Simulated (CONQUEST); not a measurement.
# BaS (Fm-3m) in CONQUEST: convergence with supercell

Aim: find how far supercell must go before the results for BaS settle, at PBE. This setting moves, with any that are tied to it; all else stays.

Everything below comes from runs of CONQUEST 1.3. Logs are shortened: lines on timing, memory, paths and dates and some standing lists are left out, and cuts for length are marked.

## Step 1: Starting point

Symmetry: Fm-3m, No. 225, cubic system. The conventional cell has a = 6.388 Å, b = 6.388 Å, c = 6.388 Å, α = 90.00°, β = 90.00°, γ = 90.00°. Ba (site symmetry m-3m) is surrounded by 6 S at 3.19 Å. Around S (site symmetry m-3m) lie 6 Ba at 3.19 Å.

## Step 2: With supercell 1 boxes an edge, Gamma point alone

Contents of Conquest_input:

```
IO.Title BaS
IO.Coordinates coords.dat
IO.FractionalAtomicCoords T
IO.Iprint 2
IO.Iprint_init 1
General.NumberOfSpecies 2
General.PseudopotentialType hamann
AtomMove.TypeOfRun static
AtomMove.FullStress T
Grid.GridCutoff 120
DM.SolutionMethod diagon
Diag.MPMesh T
Diag.GammaCentred T
Diag.MPMeshX 1
Diag.MPMeshY 1
Diag.MPMeshZ 1
Diag.kT 0.00183747
minE.SCTolerance 1e-6
SC.MaxIters 100
IO.AtomChargeOutput T
%block ChemicalSpeciesLabel
1 137.330 Ba
2 32.070 S
%endblock
```

Contents of coords.dat:

```
    8.5352212301     0.0000000000     0.0000000000
    0.0000000000     8.5352212301     0.0000000000
    0.0000000000     0.0000000000    12.0706256210
4
  0.0000000000   0.0000000000   0.0000000000 1 T T T
  0.5000000000   0.5000000000   0.5000000000 1 T T T
  0.0000000000   0.0000000000   0.5000000000 2 T T T
  0.5000000000   0.5000000000   0.0000000000 2 T T T
```

Potentials or basis: PseudoDojo NC PBE, SZ, grid cutoff 120 Ha.

Launch:

```console
OMP_NUM_THREADS=1 Conquest
```

Wall time 14 s (1 thread of Intel Xeon at 2.60GHz (Ice Lake), shared host); peak memory 0.41 GiB.

What came out:

```yaml
Free_energy: -2121.0749 eV
Pressure: 13.7 GPa
Band_gap_on_the_k_mesh: 1.41 eV
Mulliken_charges: Ba +1.59; S -1.59 e
```

## Step 3: With supercell 2 boxes an edge, Gamma point alone

Conquest_input, as its differences from that of step 2:

```diff
@@ -20,2 +20,5 @@
 IO.AtomChargeOutput T
+SC.KerkerPreCondition T
+SC.KerkerFactor 0.3
+SC.LinearMixingFactor 0.3
 %block ChemicalSpeciesLabel
```

Contents of coords.dat:

```
   17.0704424603     0.0000000000     0.0000000000
    0.0000000000    17.0704424603     0.0000000000
    0.0000000000     0.0000000000    24.1412512421
32
  0.0000000000   0.0000000000   0.0000000000 1 T T T
  0.0000000000   0.0000000000   0.5000000000 1 T T T
  0.0000000000   0.5000000000   0.0000000000 1 T T T
  0.0000000000   0.5000000000   0.5000000000 1 T T T
  0.2500000000   0.2500000000   0.2500000000 1 T T T
  0.2500000000   0.2500000000   0.7500000000 1 T T T
  0.2500000000   0.7500000000   0.2500000000 1 T T T
  0.2500000000   0.7500000000   0.7500000000 1 T T T
  0.5000000000   0.0000000000   0.0000000000 1 T T T
  0.5000000000   0.0000000000   0.5000000000 1 T T T
  0.5000000000   0.5000000000   0.0000000000 1 T T T
  0.5000000000   0.5000000000   0.5000000000 1 T T T
  0.7500000000   0.2500000000   0.2500000000 1 T T T
  0.7500000000   0.2500000000   0.7500000000 1 T T T
  0.7500000000   0.7500000000   0.2500000000 1 T T T
  0.7500000000   0.7500000000   0.7500000000 1 T T T
  0.0000000000   0.0000000000   0.2500000000 2 T T T
  0.0000000000   0.0000000000   0.7500000000 2 T T T
  0.0000000000   0.5000000000   0.2500000000 2 T T T
  0.0000000000   0.5000000000   0.7500000000 2 T T T
  0.2500000000   0.2500000000   0.0000000000 2 T T T
  0.2500000000   0.2500000000   0.5000000000 2 T T T
  0.2500000000   0.7500000000   0.0000000000 2 T T T
  0.2500000000   0.7500000000   0.5000000000 2 T T T
  0.5000000000   0.0000000000   0.2500000000 2 T T T
  0.5000000000   0.0000000000   0.7500000000 2 T T T
  0.5000000000   0.5000000000   0.2500000000 2 T T T
  0.5000000000   0.5000000000   0.7500000000 2 T T T
  0.7500000000   0.2500000000   0.0000000000 2 T T T
  0.7500000000   0.2500000000   0.5000000000 2 T T T
  0.7500000000   0.7500000000   0.0000000000 2 T T T
  0.7500000000   0.7500000000   0.5000000000 2 T T T
```

Potentials or basis: PseudoDojo NC PBE, SZ, grid cutoff 120 Ha.

Launch:

```console
OMP_NUM_THREADS=1 Conquest
```

Wall time 3.4 min (1 thread of Intel Xeon at 2.60GHz (Ice Lake), shared host); peak memory 3 GiB.

What came out:

| Property | Result |
| --- | --- |
| Free energy | -17030.5997 eV |
| Pressure | 5.4 GPa |
| Band gap on the k mesh | 2.02 eV |
| Mulliken charges | Ba +1.32; S -1.32 e |

## Step 4: With supercell 3 boxes an edge, Gamma point alone

Conquest_input is that of step 3.

Contents of coords.dat:

```
   25.6056636885     0.0000000000     0.0000000000
    0.0000000000    25.6056636885     0.0000000000
    0.0000000000     0.0000000000    36.2118768631
108
  0.0000000000   0.0000000000   0.0000000000 1 T T T
  0.0000000000   0.0000000000   0.3333333330 1 T T T
  0.0000000000   0.0000000000   0.6666666670 1 T T T
  0.0000000000   0.3333333330   0.0000000000 1 T T T
  0.0000000000   0.3333333330   0.3333333330 1 T T T
  0.0000000000   0.3333333330   0.6666666670 1 T T T
[... 100 lines left out ...]
  0.8333333330   0.8333333330   0.3333333330 2 T T T
  0.8333333330   0.8333333330   0.6666666670 2 T T T
```

Potentials or basis: PseudoDojo NC PBE, SZ, grid cutoff 120 Ha.

Launch:

```console
OMP_NUM_THREADS=1 Conquest
```

The program printed:

```text
Simulation cell dimensions:    25.6057 a0 x    25.6057 a0 x    36.2119 a0

      Atomic coordinates (a0)
         Atom         X         Y         Z  Species
            1    0.0000    0.0000    0.0000        1
            2    0.0000    0.0000   12.0706        1
            3    0.0000    0.0000   24.1413        1
            4    0.0000    8.5352    0.0000        1
            5    0.0000    8.5352   12.0706        1
            6    0.0000    8.5352   24.1413        1
[... 100 lines left out ...]
          107   21.3381   21.3381   12.0706        2
          108   21.3381   21.3381   24.1413        2

         Monkhorst-Pack mesh:   1 x   1 x   1 gamma-centred
        This calculation includes non-local pseudopotentials,
         with a maximum core radius of     10.78210748

    Job title: BaS
    Job to be run: static calculation

[... 5 lines left out ...]
      Using Fermi-Dirac smearing

    Integration grid size:    128 x  128 x  180

    Integration grid spacing:  0.200 a0 x 0.200 a0 x 0.201 a0

    Number of species:  2
    --------------------------------------------------------
    |   #  mass (au)  Charge (e)  SF Rad (a0)  NSF  Label  |
    --------------------------------------------------------
    |   1    137.330      10.000       11.065    5  Ba     |
    |   2     32.070       6.000        6.438    4  S      |
    --------------------------------------------------------
          SCF tolerance:                 0.00000100
          SCF iterations:               100

    The functional used will be GGA PBE96

           radial cut-off to be used is taken to be max PAO cut-off radius for this species:   10.782107

           greatest ang. mom. for making density from PAOs:  1

           radial cut-off to be used is taken to be max PAO cut-off radius for this species:    6.083497

           greatest ang. mom. for making density from PAOs:  1
    Minimum blocs/proc is    46080. Maximum blocs/proc is    46080
    set_atom_dens: In set_atomic_density, electrons :     864.000000000000
 matrix_size & matrix_size_padH =          486         486

    Screened ion int: energy:   -1493.752978751606 Ha

    new_SC_potl: Starting.  Tolerance:  0.10000E-05

    PulayMixSC: Starting Pulay mixing, A_up =  0.300 A_dn =  0.300
    PulayMixSC: Spin non-polarised calculation.
    PulayMixSC: with Kerker preconditioning, q0 =  0.300
          Harris-Foulkes Energy            :     -2117.925174333708128 Ha
          (TS=0 as O(N) or entropic contribution is negligible)
          DFT Total Energy                 :     -2110.824863368191473 Ha
          Total number of electrons        :       863.999999999716579
    PulayMixSC: Pulay iteration     1 residual:              0.10416E-02
          Harris-Foulkes Energy            :     -2117.018332428715439 Ha
          (TS=0 as O(N) or entropic contribution is negligible)
          DFT Total Energy                 :     -2111.133322584096277 Ha
          Total number of electrons        :       864.000289005464083
    PulayMixSC: Pulay iteration     2 residual:              0.93252E-03
          Harris-Foulkes Energy            :     -2113.041699837115630 Ha
          (TS=0 as O(N) or entropic contribution is negligible)
          DFT Total Energy                 :     -2112.667982220015801 Ha
          Total number of electrons        :       864.001856163103298
    PulayMixSC: Pulay iteration     3 residual:              0.35529E-03
          Harris-Foulkes Energy            :     -2112.910426935181022 Ha
          (TS=0 as O(N) or entropic contribution is negligible)
          DFT Total Energy                 :     -2112.751533477674457 Ha
          Total number of electrons        :       864.000182187060091
    PulayMixSC: Pulay iteration     4 residual:              0.17149E-03
          Harris-Foulkes Energy            :     -2113.358663624475412 Ha
          (TS=0 as O(N) or entropic contribution is negligible)
          DFT Total Energy                 :     -2112.551827114697971 Ha
          Total number of electrons        :       863.999964531530509
    PulayMixSC: Pulay iteration     5 residual:              0.34453E-03
          Harris-Foulkes Energy            :     -2112.877874218351735 Ha
          (TS=0 as O(N) or entropic contribution is negligible)
          DFT Total Energy                 :     -2112.774119694380715 Ha
          Total number of electrons        :       864.001096931016264
    PulayMixSC: Pulay iteration     6 residual:              0.11768E-03
          Harris-Foulkes Energy            :     -2112.811762672098666 Ha
          (TS=0 as O(N) or entropic contribution is negligible)
          DFT Total Energy                 :     -2112.802005979519436 Ha
          Total number of electrons        :       864.000843053692734
    PulayMixSC: Pulay iteration     7 residual:              0.54425E-04
          Harris-Foulkes Energy            :     -2112.805713456175454 Ha
          (TS=0 as O(N) or entropic contribution is negligible)
          DFT Total Energy                 :     -2112.805651771287557 Ha
          Total number of electrons        :       864.000597472635150
    PulayMixSC: Pulay iteration     8 residual:              0.12270E-04
          Harris-Foulkes Energy            :     -2112.805715839647291 Ha
          (TS=0 as O(N) or entropic contribution is negligible)
          DFT Total Energy                 :     -2112.805626632939493 Ha
          Total number of electrons        :       864.000656600312936
    PulayMixSC: Pulay iteration     9 residual:              0.10634E-04
          Harris-Foulkes Energy            :     -2112.805691020723771 Ha
          (TS=0 as O(N) or entropic contribution is negligible)
          DFT Total Energy                 :     -2112.805706847394958 Ha
          Total number of electrons        :       864.001020017153110
    PulayMixSC: Pulay iteration    10 residual:              0.52740E-05
          Harris-Foulkes Energy            :     -2112.805707063584578 Ha
          (TS=0 as O(N) or entropic contribution is negligible)
          DFT Total Energy                 :     -2112.805704913575482 Ha
          Total number of electrons        :       864.000979482126581
    PulayMixSC: Pulay iteration    11 residual:              0.44768E-05
          Harris-Foulkes Energy            :     -2112.805703500775053 Ha
          (TS=0 as O(N) or entropic contribution is negligible)
          DFT Total Energy                 :     -2112.805714127031933 Ha
          Total number of electrons        :       864.000761598297458
    PulayMixSC: Pulay iteration    12 residual:              0.10242E-05
          Harris-Foulkes Energy            :     -2112.805706077505420 Ha
          (TS=0 as O(N) or entropic contribution is negligible)
          DFT Total Energy                 :     -2112.805714162169807 Ha
          Total number of electrons        :       864.000779504241450
    PulayMixSC: Pulay iteration    13 residual:              0.87095E-06
    PulayMixSC: Reached SCF tolerance of  0.87095E-06 after     13 iterations
      | Number of electrons      =       864.000780
      |* band energy as 2Tr[K.H] =      -501.137779489363538 Ha
      |  screened ion-ion energy =     -1493.752978751606406 Ha
      |  Ha correction           =       -34.066110429309028 Ha
      |  XC correction           =       -83.848400196912934 Ha
      |* Harris-Foulkes energy   =     -2112.805706077505420 Ha
      |* DFT total energy        =     -2112.805714162169807 Ha
      |  estimated accuracy      =         0.000008084664387 Ha

    force: Forces on atoms (Ha/a0)
    force:  Atom   X              Y              Z
    force:     1  -0.0000000000  -0.0000000000   0.0000000000
    force:     2  -0.0000000000  -0.0000000000  -0.0000108129
    force:     3  -0.0000000000  -0.0000000000   0.0000108129
    force:     4  -0.0000000000   0.0002478858   0.0000000000
    force:     5  -0.0000000000   0.0002478858   0.0000000011
    force:     6  -0.0000000000   0.0002478858  -0.0000000011
[... 100 lines left out ...]
    force:   107   0.0001081123   0.0001081123   0.0000000007
    force:   108   0.0001081123   0.0001081123  -0.0000000007

    force: Maximum force :        0.00024789(Ha/a0) on atom        14 in x direction
    force: Force Residual:        0.00015609 Ha/a0
    force: Total stress:         -5.83164926     0.00000000    -0.00000000 GPa
                            -0.00000000    -5.83164926     0.00000000
                             0.00000000     0.00000000    -5.72613746
    force: Average pressure:      5.79647866 GPa

    force: Finished force
    get_E_and_F: Change in energy during last step of electronic optimisation: -0.25767E-05

    BIBLIOGRAPHY: Please consider citing the following references in the conquest.bib file

    CONQUEST:         Bowler2002pt, Miyazaki2004, Nakata2020
    Basis:            Bowler2019
    DM:               Bowler:2006xr
    Pseudopotentials: Hamann2013, Bowler2019
    XC functional:    Perdew1996
```

Run time: 7.1 min. Hardware: 1 thread of Intel Xeon at 2.60GHz (Ice Lake), shared host; peak memory 8.2 GiB.

What came out:

```yaml
Free_energy: -57492.3721 eV
Pressure: 5.8 GPa
Band_gap_on_the_k_mesh: 2.16 eV
Mulliken_charges: Ba +1.27; S -1.27 e
```

## Step 5: Result

| supercell | energy less the tightest run, at zero smearing (meV/atom) | pressure (GPa) | gap on the mesh (eV) | SCF cycles | CPU time (s) | peak memory (GiB) |
| --- | --- | --- | --- | --- | --- | --- |
| 1 boxes an edge, Gamma point alone | 2068.06 | 13.68 | 1.414 | 7 | 14 | 0.41 |
| 2 boxes an edge, Gamma point alone | 130.54 | 5.43 | 2.022 | 23 | 200 | 3 |
| 3 boxes an edge, Gamma point alone | 0.00 | 5.80 | 2.155 | 13 | 430 | 8.2 |

Not settled before the last step: the energy (to 1 meV/atom), the pressure (to 0.1 GPa), the gap on the mesh (to 0.01 eV). The tightest run that finished is the yardstick and may itself not be fully converged.

Caveats: all runs use coarse meshes; the atomic basis is small; spin-orbit coupling is left out, which moves the levels of the heavy elements; an odd mesh through Γ misses points on the zone boundary, where band edges often lie; the basis of atomic orbitals isn't converged, which shifts pressures, moduli and gaps; the real-space grid breaks the cell's symmetry a little.
